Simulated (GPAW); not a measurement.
# Li2S in GPAW: convergence with basis set

The system is Li2S.

```
CELL_PARAMETERS angstrom
0.00000 2.84450 2.84450
2.84450 0.00000 2.84450
2.84450 2.84450 0.00000
ATOMIC_POSITIONS crystal
S 0.00000 0.00000 0.00000
Li 0.75000 0.75000 0.75000
Li 0.25000 0.25000 0.25000
```

| Quantity | Value |
| --- | --- |
| Program | GPAW 26.7.0 |
| Task | convergence study |
| Functional | LDA |
| Potentials or basis | the program's PAW data sets (release 1.2.1) made for this functional |
| Basis | lcao:sz(dzp) |
| Grid spacing | 0.16 Å |
| k mesh | 8 × 8 × 8 |
| Occupations | fermi-dirac, width 0.05 eV |
| Spin | no spin polarisation |

These are the settings of the first run; the series varies basis set, with any setting tied to it.

Hardware: 1 thread of Arm Neoverse V1, with other jobs on the host.

Q: The values tried are lcao:sz(dzp), lcao:szp(dzp), lcao:dz(dzp), lcao:dzp, fd, pw, loosest first. From which on does the gap on the mesh stay within 0.01 eV of the tightest run that finished?

A: From fd on.

```csv
basis set,"energy less the tightest run, at zero smearing (meV/atom)",gap on the mesh (eV),SCF cycles,CPU time (s),peak memory (GiB)
lcao:sz(dzp),837.33,3.404,7,20,0.16
lcao:szp(dzp),156.45,4.279,8,100,0.17
lcao:dz(dzp),343.45,3.907,8,30,0.16
lcao:dzp,96.76,4.063,8,120,0.18
fd,15.82,3.161,9,18,0.21
pw,0.00,3.162,9,16,0.17
```

Not settled before the last step: the energy (to 1 meV/atom). The tightest run that finished is the yardstick and may itself not be fully converged.
